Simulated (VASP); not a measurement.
Input of a VASP 6.6.1 run:

Contents of INCAR:

```
PREC = Accurate ; ENCUT = 520
EDIFF = 1E-7 ; ISMEAR = -1
SIGMA = 0.1 ; LREAL = F
LASPH = T ; NELM = 100
ALGO = Normal ; ISIF = 2
LWAVE = F ; LCHARG = T
GGA = B5 ; ALDAX = 1.0
AGGAX = 1.0 ; AGGAC = 1.0
ALDAC = 0.0 ; LELF = T
LVHAR = T ; NBANDS = 17
```

The input KPOINTS:

```
regular mesh
0
Gamma
  11 11 6
```

Contents of POSCAR:

```
Ca
1.0
    3.8690945538      0.0000000000      0.0000000000
   -1.9345472769      3.3507341732      0.0000000000
    0.0000000000      0.0000000000      6.3488061924
Ca
2
Direct
    0.3333333333      0.6666666667      0.2500000000
    0.6666666667      0.3333333333      0.7500000000
```

Potentials or basis: VASP PAW PBE potentials, release 64 (Ca_sv).

Launch:

```console
$ cat potpaw_PBE.64/Ca_sv/POTCAR > POTCAR
$ mpirun -np 1 vasp_std > vasp.out
```

Problem. Predict the band gap on the k mesh.

Solution. None (metal or under the smearing width).

Problem. What does it give for the pressure?

Solution. 0.7 GPa.

Caveat: the PAW data sets were made with another functional, which shifts forces and pressure a little.
